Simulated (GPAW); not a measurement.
Set up this calculation in GPAW 26.7.0, as an ASE script.

```yaml
Task: relaxation of cell and atoms
Functional: BLYP
Dispersion: D3(BJ)
Potentials_or_basis: PAW data sets generated in the run's folder for this functional
Cutoff: 600 eV
Basis: pw
k_mesh: 9 × 9 × 4
Occupations: fermi-dirac, width 0.05 eV
Spin: no spin polarisation
Eigensolver: davidson
Maxiter: 150
Optimizer: LBFGS
Fmax: 0.02 eV/Å
Max_steps: 40
Convergence: density=1e-05 forces=0.0001
```

The structure of MoS2 lies in POSCAR:

```
MoS2
1.0
    3.2274645616      0.0000000000      0.0000000000
   -1.6137322808      2.7950663001      0.0000000000
    0.0000000000      0.0000000000      6.3124734200
Mo S
1 2
Direct
    0.0000000000      0.0000000000      0.5000000000
    0.6666666667      0.3333333333      0.7446806800
    0.3333333333      0.6666666667      0.2553193200
```

Measurements of this composition are mostly on another form, of space group No. 194.

One way to write it, as run:

run.py

```python
from ase.calculators.mixing import SumCalculator
from ase.filters import FrechetCellFilter
from ase.io import read, write
from ase.optimize import LBFGS
from dftd3.ase import DFTD3
from gpaw import GPAW, PW, setup_paths

setup_paths.insert(0, '.')

atoms = read('POSCAR')

calc = GPAW(mode=PW(600),
            xc='BLYP',
            kpts={'size': (9, 9, 4), 'gamma': True},
            occupations={'name': 'fermi-dirac', 'width': 0.05},
            nbands=25,
            convergence={'density': 1e-05, 'forces': 0.0001},
            eigensolver='davidson',
            maxiter=150,
            txt='gpaw.txt')
atoms.calc = SumCalculator([calc, DFTD3(method='blyp', damping='d3bj')])
opt = LBFGS(FrechetCellFilter(atoms), trajectory='relax.traj', logfile='-')
done = opt.run(fmax=0.02, steps=40)
calc.write('gs.gpw')
write('result.traj', atoms)
print('Converged:', done)
print('Cell:', atoms.cell.cellpar().round(4))
print('Volume:', round(atoms.get_volume(), 4))
print(atoms.get_scaled_positions().round(5))
```

Potentials or basis: PAW data sets generated in the run's folder for this functional, pw.

Run with:

```bash
$ gpaw-setup -f BLYP Mo S
$ OMP_NUM_THREADS=1 python run.py
```

It gave:

- Relaxed volume: 16.86 Å³/atom
- Relaxed cell: a = 3.231 Å, b = 3.231 Å, c = 5.596 Å, α = 90.00°, β = 90.00°, γ = 120.00°
- Space group after relaxing (to 0.05 Å): P-3m1 (No. 164)
- Energy gained by relaxing: 48.8 meV/atom
- Ionic steps: 13
- Pressure after relaxing: 0.0 GPa
- Largest force after relaxing: 0.007 eV/Å
- Band gap on the k mesh: none (metal or under the smearing width)
- Dispersion energy per atom: -0.998 eV

Caveat: later steps reuse the first step's grids.

Run time: 5.6 min on 1 thread of Arm Neoverse V2, with other jobs on the host, peak memory 0.35 GiB.
